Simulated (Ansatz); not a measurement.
**2H-WOS monolayer in a perpendicular field**

Wanted: the out-of-plane response of the 2H-WOS monolayer. A positive field points along +c.

Method: plane-wave DFT, LDA, Ansatz PAW, in the first sound run; inputs show where later runs differ, in Ansatz 0.2.0.

This is a report of a sequence of runs, with the program logs left out and the cost of each run kept.

## 1. The structure

The cell holds 3 atoms: 1 S, 1 W and 1 O. Cell: a = 3.053 Å, b = 3.053 Å, c = 21.022 Å, α = 90.0°, β = 90.0°, γ = 120.0°. Vacuum lies along c.

As a file:

```cif
data_structure
_symmetry_space_group_name_H-M 'P 1'
_symmetry_Int_Tables_number 1
_cell_length_a 3.0530
_cell_length_b 3.0530
_cell_length_c 21.0222
_cell_angle_alpha 90.000
_cell_angle_beta 90.000
_cell_angle_gamma 120.000
_cell_volume 169.69
loop_
_atom_site_label
_atom_site_type_symbol
_atom_site_fract_x
_atom_site_fract_y
_atom_site_fract_z
_atom_site_occupancy
S1 S 0.33333 0.66667 0.42812 1
W2 W 0.00000 0.00000 0.51432 1
O3 O 0.33333 0.66667 0.57188 1
```

## 2. Relaxing the slab

The starting cell is a guess, so the in-plane lattice and the atoms are relaxed first, with the slab cut off from its images along the normal. The program lengthens the vector along the normal by itself, so c and the volume that it reports differ from the typed ones.

File input.yaml:

```yaml
crystal:
  lattice:
    - [3.052956, 0.0, 0.0]
    - [-1.526478, 2.6439374526, 0.0]
    - [0.0, 0.0, 21.022203858]
  atoms:
    - { symbol: S, position: [0.3333333333, 0.6666666667, 0.4281187672] }
    - { symbol: W, position: [0.0, 0.0, 0.514321132] }
    - { symbol: O, position: [0.3333333333, 0.6666666667, 0.5718812328] }
  periodic: [true, true, false]
kpoints:
  mp_grid: { grid: [12, 12, 1] }
hamiltonian:
  xc: lda
scf:
  occupations: { method: fermi_dirac, width: 0.05 }
  convergence: { dr2_threshold: 1.0e-09 }
relax:
  f_tol: 0.004
  max_steps: 90
  cell: {}
output:
  write_potential: true
  write_density: true
  volumetric_format: npy
```

Launch:

```sh
$ ansatz run input.yaml --threads 2 --pin off --max-ram 3072MiB --backend cpu --events-out ev --progress --plain --runs-dir out
```

Wall time 67 s (2 threads of AMD EPYC 7R43, shared host); peak memory 0.48 GiB.

The steps of the relaxation:

```csv
step,energy less that of the first step (eV),largest force component (eV/Å),volume (Å³)
1,0.0000,3.6418,240.90
2,-0.6191,1.1128,235.41
3,-0.6888,0.3028,221.98
4,-0.6984,0.0797,226.14
5,-0.6988,0.0181,225.78
6,-0.6987,0.0048,225.81
7,-0.6988,0.0001,225.80
8*,-0.6938,0.0017,225.80
9,-0.6940,0.0008,225.60
10*,-0.6939,0.0008,225.60
```

Relaxation steps marked * repeat the geometry before them on a plane-wave basis chosen anew for their cell, so energy and pressure can jump there.

Forces are held to the 6 operations that the program found; a distortion that breaks them can't arise in this run.

| cell as run | before | after | change |
| --- | --- | --- | --- |
| a (Å) | 3.053 | 2.954 | -3.2 % |
| b (Å) | 3.053 | 2.954 | -3.2 % |

The atoms that moved most (Å, along periodic axes as changes of fractional coordinates times the final cell, across vacuum about the mean position):

```
atom     dx     dy      dz  length
  S1  0.000  0.000   0.148   0.148
  O3  0.000  0.000  -0.107   0.107
  W2  0.000  0.000  -0.041   0.041
```

The relaxed structure:

```
S W O
1.0
     2.95442    0.00000    0.00000
    -1.47721    2.55861    0.00000
     0.00000    0.00000   29.84441
S W O
1 1 1
Direct
  0.33333 0.66667 0.30651
  0.00000 0.00000 0.36092
  0.33333 0.66667 0.39924
```

The lattice constant a goes from 3.053 to 2.954 Å.

## 3. Single point, field 0

A sawtooth potential applies the field, turning back in the middle of the vacuum. With the dipole correction the typed value is the field outside the slab. The induced dipole is small, so the SCF threshold is tight.

The cell differs from the one that the last finished run ended in (c 29.844 → 20.767 Å).

File input.yaml:

```yaml
crystal:
  lattice:
    - [2.9544241935, 0.0, 0.0]
    - [-1.4772120967, 2.5586064051, 0.0]
    - [0.0, 0.0, 20.76747689]
  atoms:
    - { symbol: S, position: [0.3333333333, 0.6666666667, 0.4333699297] }
    - { symbol: W, position: [0.0, 0.0, 0.5115610607] }
    - { symbol: O, position: [0.3333333333, 0.6666666667, 0.5666300703] }
kpoints:
  mp_grid: { grid: [18, 18, 1] }
  band_path:
    path: [[0, 0, 0], [0.5, 0, 0], [0.33333333, 0.33333333, 0], [0, 0, 0]]
    npoints: 16
hamiltonian:
  xc: lda
scf:
  occupations: { method: fermi_dirac, width: 0.05 }
  convergence: { dr2_threshold: 1.0e-10 }
efield:
  axis: 3
  dipole_correction: true
  ramp_position: 0.97
  ramp_width: 0.06
  amplitude: 0
output:
  dos: { projected: true, e_range: [-6, 5] }
  bader: true
  write_potential: true
  write_density: true
  volumetric_format: npy
  elf: true
```

Run time: 40 s. Hardware: 2 threads; peak memory 0.47 GiB; 78 s of CPU time.

Read from the output:

```
dipole along the normal            : -0.06937 e·Å
gap along the path                 : 1.669 eV
smallest direct gap along the path : 2.476 eV
step between the vacuum levels     : 1.660 eV
ionisation energy, upper face      : 6.694 eV
electron affinity, upper face      : 5.025 eV
ionisation energy, lower face      : 5.033 eV
gap, the smaller of path and mesh  : 1.669 eV
```

Running mean over a fixed 2.7 Å (it still follows the layers) of the planar mean; the ramp of the sawtooth is left out. The electron's electrostatic potential energy less the Fermi level by z:

| z (Å) | electron's electrostatic potential energy less the Fermi level (eV) |
| --- | --- |
| 3.0 | 4.20 |
| 3.5 | 4.20 |
| 4.0 | 4.20 |
| 4.5 | 4.20 |
| 5.0 | 4.20 |
| 5.5 | 4.19 |
| 6.0 | 4.16 |
| 6.5 | 4.01 |
| 7.0 | 3.24 |
| 7.5 | 0.972 |
| 8.0 | -1.84 |
| 8.5 | -4.27 |
| 9.0 | -7.75 |
| 9.5 | -12.1 |
| 10.0 | -14.3 |
| 10.5 | -14.1 |
| 11.0 | -12.7 |
| 11.5 | -9.92 |
| 12.0 | -5.28 |
| 12.5 | -0.614 |
| 13.0 | 2.77 |
| 13.5 | 5.04 |
| 14.0 | 5.75 |
| 14.5 | 5.85 |
| 15.0 | 5.86 |
| 15.5 | 5.86 |
| 16.0 | 5.86 |
| 16.5 | 5.86 |
| 17.0 | 5.86 |
| 17.5 | 5.86 |

The density of states has structure finer than the step of the table below, so its rows give means over 0.2 eV. Peaks (eV: height): -5.56: 5.26, -4.48: 2.98, -3.88: 13.5, -3.41: 5.82, -2.20: 5.10, 1.17: 5.66, 1.64: 7.50.

Table of density of states by energy, zero at the Fermi level of the run, which the smearing sets inside the gap; means over each step:

```
energy (eV)  density of states (states/eV a cell)
       -5.8                                  2.21
       -5.6                                  3.09
       -5.4                                 0.854
       -5.2                                  1.33
       -5.0                                 0.811
       -4.8                                 0.818
       -4.6                                  1.12
       -4.4                                 0.978
       -4.2                                 0.979
       -4.0                                  3.25
       -3.8                                  5.04
       -3.6                                  2.17
       -3.4                                  3.65
       -3.2                                  1.82
       -3.0                                 0.186
       -2.8                                     0
       -2.6                                     0
       -2.4                                 0.929
       -2.2                                  3.66
       -2.0                                  2.73
       -1.8                                 0.834
       -1.6                                 0.386
       -1.4                                 0.344
       -1.2                                 0.335
       -1.0                                 0.352
       -0.8                                 0.129
       -0.6                                     0
       -0.4                                     0
       -0.2                                     0
        0.0                                     0
        0.2                                     0
        0.4                                     0
        0.6                                     0
        0.8                                0.0559
        1.0                                  1.54
        1.2                                  4.23
        1.4                                  2.35
        1.6                                  3.64
        1.8                                  1.76
```

Projected DOS per atom over height of the atomic layer and energy from the Fermi level. Layers: S W O from below.

Ten even steps from '0' (0.00 states/eV) to '9' (1.90 states/eV), each cell a mean:
```
282
381
260
000
000
000
000
000
000
010
051
194
000
000
751
822
925
201
211
212
214
227
```
Columns: height of the atomic layer (Å) from 9 to 11.8 (not evenly spaced); rows upwards: energy from the Fermi level (eV) from -5.96 to 1.87.

Electronic bands along the path, in eV, zero at the Fermi level of the run, which the smearing sets inside the gap:

```
  point  band 10  band 11  band 12  band 13  band 14  band 15  band 16  band 17
      Γ    -4.50    -3.03    -3.03    -0.83     1.66     1.66     2.24     2.24
halfway    -5.55    -3.78    -3.41    -2.06     1.17     1.65     2.32     3.38
      M    -6.19    -3.88    -3.09    -2.18     1.74     2.38     2.91     4.06
halfway    -5.67    -4.52    -3.91    -1.91     1.38     2.37     3.40     3.53
      K    -5.95    -5.17    -4.06    -1.83     0.84     2.36     3.46     4.24
halfway    -5.39    -4.24    -3.48    -2.11     1.00     1.96     2.30     3.59
      Γ    -4.50    -3.03    -3.03    -0.83     1.66     1.66     2.24     2.24
```

Valence density in the ca plane at fractional y = 0.667, with atoms of S and O within 0.2 Å of it. It is the smooth field of the valence electrons, not physical close to the nuclei.

Values in e/Å³, 5 rows by 16 columns, each cell a mean:
```
0.0 0.0 0.0 0.0 0.0 0.0 0.1 0.3 0.8 0.6 0.1 0.0 0.0 0.0 0.0 0.0
0.0 0.0 0.0 0.0 0.0 0.0 0.2 0.6 0.6 0.6 0.3 0.0 0.0 0.0 0.0 0.0
0.0 0.0 0.0 0.0 0.0 0.0 0.7 1.0 0.5 1.8 2.4 0.1 0.0 0.0 0.0 0.0
0.0 0.0 0.0 0.0 0.0 0.0 0.7 0.8 0.5 2.4 3.5 0.1 0.0 0.0 0.0 0.0
0.0 0.0 0.0 0.0 0.0 0.0 0.3 0.8 0.5 0.7 0.6 0.0 0.0 0.0 0.0 0.0
```
Columns run along c (16.0 Å, from fractional 0.09 to 0.86 of the cell), rows up along a (3.0 Å). Atoms in or near the plane, at fractional coordinates: S at (0.43, 0.33), O at (0.57, 0.33).

ELF in the ca plane at fractional y = 0.667, with atoms of S and O within 0.2 Å of it. It is the smooth field of the valence electrons, not physical close to the nuclei.

Ten even steps from '0' (0.00) to '9' (0.94), each cell a mean:
```
00000000000001233312431110000000000000000000
00000000000001223312431110000000000000000000
00000000000135777742222554210000000000000000
00000000002589987873126888631000000000000000
00000000014799951574147579851000000000000000
00000000014799940474147569852000000000000000
00000000002589986873137888631000000000000000
00000000000246788752223565310000000000000000
```
Columns run along c (16.0 Å, from fractional 0.15 to 0.92 of the cell), rows up along a (3.0 Å). Atoms in or near the plane, at fractional coordinates: S at (0.43, 0.33), O at (0.57, 0.33).

Electrostatic potential energy in the ca plane at fractional y = 0.667, with atoms of S and O within 0.2 Å of it. With pseudopotentials it is smooth inside the atoms' cores, unlike the true potential.

Values in eV, 5 rows by 16 columns, each cell a mean:
```
  5   5   5   5   4   4   2  -1 -18 -15   2   5   5   5   5   5
  5   5   5   5   4   4   0  -8 -12 -10   2   5   5   5   5   5
  5   5   5   5   4   4 -14 -34  -7 -17 -19   5   5   5   5   5
  5   5   5   5   4   4 -17 -35  -7 -21 -24   5   5   5   5   5
  5   5   5   5   4   4  -4 -18  -9  -9  -2   5   5   5   5   5
```
Columns run along c (16.0 Å, from fractional 0.09 to 0.86 of the cell; values clipped at the 3rd and 97th percentile), rows up along a (3.0 Å). Atoms in or near the plane, at fractional coordinates: S at (0.43, 0.33), O at (0.57, 0.33).

The gap is 1.67 eV, with the valence edge 6.69 eV and the conduction edge 5.03 eV under the upper vacuum level. Spin-orbit coupling, left out in this run, matters for the bands of elements this heavy.

## 4. Single point, field 0.05 V/Å

input.yaml, as its differences from that of step 3:

```diff
@@ -24,6 +24,4 @@
   ramp_width: 0.06
-  amplitude: 0
+  amplitude: 0.05
 output:
-  dos: { projected: true, e_range: [-6, 5] }
-  bader: true
   write_potential: true
@@ -31,2 +29 @@
   volumetric_format: npy
-  elf: true
```

Elapsed: 18 s, on 2 threads; peak memory 0.44 GiB.

The dipole is -0.0604 e·Å, 0.00895 e·Å from its value without field, and the gap 1.667 eV.

## 5. Single point, field -0.05 V/Å

input.yaml, as its differences from that of step 4:

```diff
@@ -24,3 +24,3 @@
   ramp_width: 0.06
-  amplitude: 0.05
+  amplitude: -0.05
 output:
```

Elapsed: 18 s, on 2 threads; peak memory 0.43 GiB.

The dipole is -0.0783 e·Å, -0.00895 e·Å from its value without field, and the gap 1.671 eV.

## 6. Single point, field 0.1 V/Å

input.yaml, as its differences from that of step 5:

```diff
@@ -24,3 +24,3 @@
   ramp_width: 0.06
-  amplitude: -0.05
+  amplitude: 0.1
 output:
```

It took 19 s on 2 threads; peak memory 0.45 GiB.

The dipole is -0.0514 e·Å, 0.0179 e·Å from its value without field, and the gap 1.665 eV.

## 7. Atoms held, field 0.2 V/Å

input.yaml, as its differences from that of step 6:

```diff
@@ -24,3 +24,3 @@
   ramp_width: 0.06
-  amplitude: 0.1
+  amplitude: 0.2
 output:
```

Run time: 18 s. Hardware: 2 threads; peak memory 0.44 GiB; 35 s of CPU time.

The dipole is -0.0335 e·Å, 0.0359 e·Å from its value without field, and the gap 1.661 eV.

## 8. Atoms held, field 0.3 V/Å

input.yaml, as its differences from that of step 7:

```diff
@@ -24,4 +24,6 @@
   ramp_width: 0.06
-  amplitude: 0.2
+  amplitude: 0.3
 output:
+  dos: { projected: true, e_range: [-6, 5] }
+  bader: true
   write_potential: true
@@ -29 +31,2 @@
   volumetric_format: npy
+  elf: true
```

Elapsed: 41 s, on 2 threads; peak memory 0.45 GiB.

The dipole is -0.0155 e·Å, 0.0539 e·Å from its value without field, and the gap 1.658 eV.

## 9. Response, atoms held

This step: plane-wave DFT, LDA, Ansatz PAW; response to a field along the normal, atoms held (Ansatz 0.2.0).

The dipoles give the slope, and the difference of two potentials shows where the field is screened.

This step gave:

```yaml
equivalent_conductor_thickness_p_eps_0ae: 4.289 Å
distance_between_the_outer_atoms: 2.767 Å
```

Table of dipole of the cell by applied field:

| applied field (V/Å) | dipole of the cell (e·Å) |
| --- | --- |
| -0.050 | -0.0783 |
| 0.000 | -0.0694 |
| 0.050 | -0.0604 |
| 0.100 | -0.0514 |
| 0.200 | -0.0335 |
| 0.300 | -0.0155 |

Local field over the applied field, running mean. From the potentials at -0.05 and 0.05 V/Å; running mean over 2.5 Å. Local field over applied field against z:

```csv
z (Å),local field over applied field
4.04,1.000
4.33,0.999
4.76,0.998
5.05,0.996
5.48,0.990
5.77,0.981
6.06,0.966
6.49,0.919
6.78,0.865
7.07,0.791
7.50,0.653
7.79,0.553
8.22,0.396
8.51,0.295
8.80,0.209
9.23,0.118
9.52,0.0827
9.81,0.0638
10.24,0.0583
10.53,0.0753
10.96,0.132
11.25,0.189
11.54,0.261
11.97,0.394
12.26,0.495
12.55,0.598
12.98,0.741
13.27,0.823
13.70,0.918
13.99,0.956
14.28,0.978
14.71,0.993
15.00,0.996
15.29,0.998
15.72,0.999
16.01,1.000
16.44,1.000
16.73,1.000
```

Electrons, planar mean, per unit field. The induced electron density by z:

z (Å), induced electron density (e/Å³ per V/Å) and a bar from the least value:
```
      4.5    0.00000 ###############
      5.0    0.00001 ###############
      5.5    0.00004 ###############
      6.0    0.00014 ###############
      6.5    0.00041 #################
      7.0    0.00111 ####################
      7.5    0.00247 #########################
      8.0    0.00359 ##############################
      8.5    0.00186 #######################
      9.0    0.00112 ####################
      9.5    0.00024 ################
     10.0   -0.00099 ###########
     10.5    0.00028 ################
     11.0   -0.00011 ##############
     11.5   -0.00202 ######
     12.0   -0.00204 ######
     12.5   -0.00353 
     13.0   -0.00177 #######
     13.5   -0.00060 ############
     14.0   -0.00017 ##############
     14.5   -0.00005 ###############
     15.0   -0.00001 ###############
     15.5    0.00000 ###############
     16.0    0.00000 ###############
     16.5    0.00000 ###############
```

The smaller of the gaps on the path and on the k-mesh, counted as 0 under 0.03 eV. Table of gap by applied field:

| applied field (V/Å) | gap (eV) |
| --- | --- |
| -0.050 | 1.67 |
| 0.000 | 1.67 |
| 0.050 | 1.67 |
| 0.100 | 1.67 |
| 0.200 | 1.66 |
| 0.300 | 1.66 |

By hand: between -0.05 and 0.05 V/Å the dipole changes by 0.01791 e·Å, a slope of 0.1791 e·Å²/V. A perfect conductor of thickness t has p = ε₀AEt, so t = 180.95 × 0.1791 / 7.559 = 4.29 Å (e/ε₀ = 180.95 V·Å, A in Å²).

The induced dipole is that of a conductor 4.29 Å thick.

## 10. Relaxing in the field, field 0.1 V/Å

This step: plane-wave DFT, LDA, Ansatz PAW (Ansatz 0.2.0).

Now the atoms may follow the field. A weak field makes forces of meV/Å to tens of meV/Å, so the force tolerance is set well below the usual one.

input.yaml, the sections that differ from step 8:

```yaml
kpoints:
  mp_grid: { grid: [12, 12, 1] }
efield:
  axis: 3
  dipole_correction: true
  ramp_position: 0.97
  ramp_width: 0.06
  amplitude: 0.1
relax:
  f_tol: 0.001
  max_steps: 60
output:
  write_potential: true
  write_density: true
  volumetric_format: npy
# crystal, hamiltonian, scf: as in step 8
```

Run time: 13 s. Hardware: 2 threads; peak memory 0.4 GiB; 24 s of CPU time.

No atom moved by 0.005 Å in the relaxation.

This step gave:

```yaml
dipole_along_the_normal: -0.05124 e·Å
```

The relaxation took 3 steps and lowered the energy by 9.9e-6 eV; the largest force on the free atoms ends at 3.0e-4 eV/Å.

The dipole is -0.0512 e·Å, 0.0181 e·Å from its value without field, and the gap on the mesh 1.660 eV.

## 11. Field on, atoms free, field -0.1 V/Å

The opposite sign, again from the field-free geometry; the difference of the two cancels what relaxes without a field.

input.yaml, as its differences from that of step 10:

```diff
@@ -21,3 +21,3 @@
   ramp_width: 0.06
-  amplitude: 0.1
+  amplitude: -0.1
 relax:
```

Wall time 13 s (2 threads); peak memory 0.4 GiB; 24 s of CPU time.

Hardly anything moved in the relaxation; the energy changed by under 0.2 meV an atom.

This step gave:

- dipole along the normal: -0.08751 e·Å

The relaxation took 3 steps and lowered the energy by 1.3e-5 eV; the largest force on the free atoms ends at 2.3e-5 eV/Å.

The dipole is -0.0875 e·Å, -0.0181 e·Å from its value without field, and the gap on the mesh 1.678 eV.

[end of part 1 of 2]

[Long decimals in the printed logs are rounded to 6 places.]

[Logs are printed without paths, hosts, clocks, repeated set-up lines and the standing remarks that a program may print on its own settings, such as how far it seeks lower states.]

[Hosts, paths, dates, database ids (printed as entryN), source tags and the programs' standing remarks are cut or masked in the printed files.]

[Maps of the electrostatic potential energy from Ansatz leave out the sawtooth potential of an applied field or a dipole correction, so their vacuum need not be flat; planar profiles and work functions include it.]

[The density of states shown here was stored with 400 of the rows of the run's finer table, so its peaks can read low, often by over a quarter, or be missed, and its means over a window can be off by a tenth or more.]
